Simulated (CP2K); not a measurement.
## Mo under changes of volume

One of the cells (15.892 Å³/atom); the others are scaled copies at fixed shape and fractional positions:

```
CELL_PARAMETERS angstrom
2.74324 0.00000 0.00000
-0.91441 2.58635 0.00000
-0.91441 -1.29317 2.23984
ATOMIC_POSITIONS crystal
Mo 0.00000 0.00000 0.00000
```

```yaml
Program: CP2K 2026.2
Functional: r2SCAN
Potentials_or_basis: POTENTIAL_UZH Mo GTH-SCAN-q14; TZVP-MOLOPT-SCAN-GTH basis
Density_cutoff: 9184 eV
k_mesh: 12 × 12 × 12
Occupations: fermi-dirac, width 0.01 eV
Spin: no spin polarisation
```

```csv
volume (Å³/atom),energy over the lowest point (meV/atom),pressure (GPa)
14.938,?,?
15.256,13.20,9.5
15.574,0.76,3.2
15.892,0.00,-2.3
16.209,9.40,-7.1
16.527,28.02,-11.6
16.845,55.06,-15.6
```

Q: What does the run at 14.938 Å³/atom give?

A: Energy over the lowest point 38.72 meV/atom; pressure 16.4 GPa.

Worked out: A Birch-Murnaghan fit of order 3 (a polynomial in V^(-2/3)) to the other rows has its minimum at 15.76 Å³/atom with B0 = V·E''(V) = 270 GPa and B' = 4.5. It gives 38.43 meV/atom at 14.938 Å³/atom, against the run's 38.72, and -dE/dV = 16.2 GPa, against 16.4.

Energies are extrapolated to zero smearing.

Caveats: the basis of atomic orbitals isn't converged, which shifts pressures, moduli and gaps.
